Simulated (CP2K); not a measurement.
Crystal: PbS.

```xyz
2
Lattice="4.0897 0.0000 0.0000 -2.0448 3.5418 0.0000 0.0000 0.0000 3.7882" Properties=species:S:1:pos:R:3 pbc="T T T"
Pb    0.0000    0.0000    0.0000
S     2.0448    1.1806    1.8941
```

Measurements of this composition are mostly on another form, of space group No. 225.

```yaml
Program: CP2K 2026.2
Task: single point
Functional: PBE
Potentials_or_basis: POTENTIAL_UZH Pb GTH-PBE-q4, S GTH-PBE-q6; TZVP-MOLOPT-PBE-GTH basis
Density_cutoff: 6123 eV
k_mesh: 8 × 8 × 7
Occupations: fermi-dirac, width 0.05 eV
Spin: no spin polarisation
```

On this cell: pressure 0.8 GPa; largest force under 0.003 eV/Å; band gap on the k mesh 0.08 eV, indirect (least direct gap 1.60 eV).

The same run follows on a disturbed copy (atoms moved at random, drawn with an rms of 0.05 Å):

```
Pb S
1.0
     4.08970    0.00000    0.00000
    -2.04485    3.54178    0.00000
     0.00000    0.00000    3.78817
Pb S
1 1
Direct
  0.00914 0.00313 0.99818
  0.64940 0.31891 0.50437
```

Problem. What does the disturbed cell give?

Solution. The energy moves by +4.0 meV/atom; pressure 0.9 GPa; largest force 0.178 eV/Å; band gap on the k mesh none (metal or under the smearing width).

Forces on the atoms (eV/Å):
```
Pb  -0.135 -0.115 -0.017
S    0.135  0.115  0.017
```

Stress tensor (GPa, compression positive):
```
 0.80  0.07 -0.05
 0.07  0.64 -0.04
-0.05 -0.04  1.30
```

Caveats: the basis of atomic orbitals isn't converged, which shifts pressures, moduli and gaps; spin-orbit coupling is left out, which as a rule narrows the gap of such compounds by several tenths of an eV (some runs); an odd mesh through Γ misses points on the zone boundary, where band edges often lie (some runs).
